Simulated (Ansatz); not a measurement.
**ZnS — electric field gradients**

The cell is a Materials Project structure (computed, not necessarily an observed phase), atoms as given.

```yaml
crystal:
  lattice:
    - [3.80656, 0.00000, 0.00000]
    - [-1.90328, 3.29658, 0.00000]
    - [0.00000, 0.00000, 62.31713]
  atoms:
    - { symbol: Zn, position: [0.00000, 0.00000, 0.40001] }
    - { symbol: Zn, position: [0.33333, 0.66667, 0.45004] }
    - { symbol: Zn, position: [0.33333, 0.66667, 0.35001] }
    - { symbol: Zn, position: [0.33333, 0.66667, 0.20002] }
    - { symbol: Zn, position: [0.66667, 0.33333, 0.80003] }
    - { symbol: Zn, position: [0.66667, 0.33333, 0.65002] }
    - { symbol: Zn, position: [0.00000, 0.00000, 0.60000] }
    - { symbol: Zn, position: [0.66667, 0.33333, 0.95002] }
    - { symbol: Zn, position: [0.66667, 0.33333, 0.10003] }
    - { symbol: Zn, position: [0.00000, 0.00000, 0.90000] }
    - { symbol: Zn, position: [0.33333, 0.66667, 0.55006] }
    - { symbol: Zn, position: [0.66667, 0.33333, 0.30002] }
    - { symbol: Zn, position: [0.00000, 0.00000, 0.00005] }
    - { symbol: Zn, position: [0.33333, 0.66667, 0.05003] }
    - { symbol: Zn, position: [0.00000, 0.00000, 0.14999] }
    - { symbol: Zn, position: [0.33333, 0.66667, 0.85006] }
    - { symbol: Zn, position: [0.00000, 0.00000, 0.25004] }
    - { symbol: Zn, position: [0.00000, 0.00000, 0.70005] }
    - { symbol: Zn, position: [0.66667, 0.33333, 0.50003] }
    - { symbol: Zn, position: [0.33333, 0.66667, 0.75001] }
    - { symbol: S, position: [0.00000, 0.00000, 0.63743] }
    - { symbol: S, position: [0.33333, 0.66667, 0.88748] }
    - { symbol: S, position: [0.66667, 0.33333, 0.83752] }
    - { symbol: S, position: [0.00000, 0.00000, 0.03748] }
    - { symbol: S, position: [0.00000, 0.00000, 0.43750] }
    - { symbol: S, position: [0.33333, 0.66667, 0.08748] }
    - { symbol: S, position: [0.33333, 0.66667, 0.23751] }
    - { symbol: S, position: [0.00000, 0.00000, 0.73748] }
    - { symbol: S, position: [0.00000, 0.00000, 0.28747] }
    - { symbol: S, position: [0.66667, 0.33333, 0.68752] }
    - { symbol: S, position: [0.66667, 0.33333, 0.98752] }
    - { symbol: S, position: [0.66667, 0.33333, 0.53752] }
    - { symbol: S, position: [0.66667, 0.33333, 0.33747] }
    - { symbol: S, position: [0.33333, 0.66667, 0.58748] }
    - { symbol: S, position: [0.33333, 0.66667, 0.48744] }
    - { symbol: S, position: [0.33333, 0.66667, 0.38742] }
    - { symbol: S, position: [0.66667, 0.33333, 0.13747] }
    - { symbol: S, position: [0.33333, 0.66667, 0.78744] }
    - { symbol: S, position: [0.00000, 0.00000, 0.93743] }
    - { symbol: S, position: [0.00000, 0.00000, 0.18742] }
```

Sites (sets of like atoms) are named by element and the number of their first atom in this list.

All values are calculated (Ansatz; DFT, r2SCAN, plane waves and PAW, scalar-relativistic, 500 eV cutoff, Γ-centred 8×8×1 k-points, Fermi–Dirac smearing 0.02 eV), not measured.

Conventions: |V_zz| ≥ |V_yy| ≥ |V_xx|, η = (V_xx − V_yy)/V_zz, C_Q = eQV_zz/h. ν_Q = 3|C_Q|/[2I(2I − 1)].

⁶⁷Zn: I = 5/2, Q = 122.0 mb; ³³S: I = 3/2, Q = -69.40 mb. Quadrupole moments are those of Pyykkö's year-2017 table.

Q: Which values are expected at the nuclei?

A: 

```csv
site,atoms (order as listed),first shell,C_Q (MHz),η,ν_Q (MHz)
Zn1,"1, 4",4 S at 2.33–2.34 Å,-0.235,0.00,0.035
Zn2,"2, 16",4 S at 2.33 Å,0.132,0.00,0.020
Zn3,"3, 9",4 S at 2.33 Å,0.021,0.00,0.003
Zn5,"5, 8",4 S at 2.33–2.34 Å,-0.222,0.00,0.033
Zn6,6,4 S at 2.33–2.34 Å,-0.211,0.00,0.032
Zn7,"7, 10, 20",4 S at 2.33 Å,0.065,0.00,0.010
Zn11,11,4 S at 2.33 Å,0.120,0.00,0.018
Zn12,12,4 S at 2.33 Å,0.044,0.00,0.007
Zn13,"13, 18",4 S at 2.33 Å,0.160,0.00,0.024
Zn14,"14, 15",4 S at 2.33 Å,0.059,0.00,0.009
Zn17,17,4 S at 2.33 Å,0.153,0.00,0.023
Zn19,19,4 S at 2.33–2.34 Å,-0.247,0.00,0.037
S21,"21, 35, 38, 39, 40",4 Zn at 2.33 Å,-0.218,0.00,0.109
S22,"22, 34, 37",4 Zn at 2.33 Å,-0.117,0.00,0.059
S23,"23, 27, 30, 31, 32",4 Zn at 2.33–2.34 Å,-0.417,0.00,0.209
S24,"24, 26, 29",4 Zn at 2.33 Å,-0.143,0.00,0.072
S25,25,4 Zn at 2.33–2.34 Å,-0.411,0.00,0.205
S28,28,4 Zn at 2.33 Å,-0.130,0.00,0.065
S33,33,4 Zn at 2.33 Å,-0.134,0.00,0.067
S36,36,4 Zn at 2.33 Å,-0.208,0.00,0.104
```

An axis of threefold or higher order runs through Zn1, Zn2, Zn3, Zn5, Zn6 and Zn7 and others, so V_zz lies along it and η is zero.

With these PAW files V_zz is typically within 2 to 3 % of all-electron values, but misses above 10 % occur on Zn.
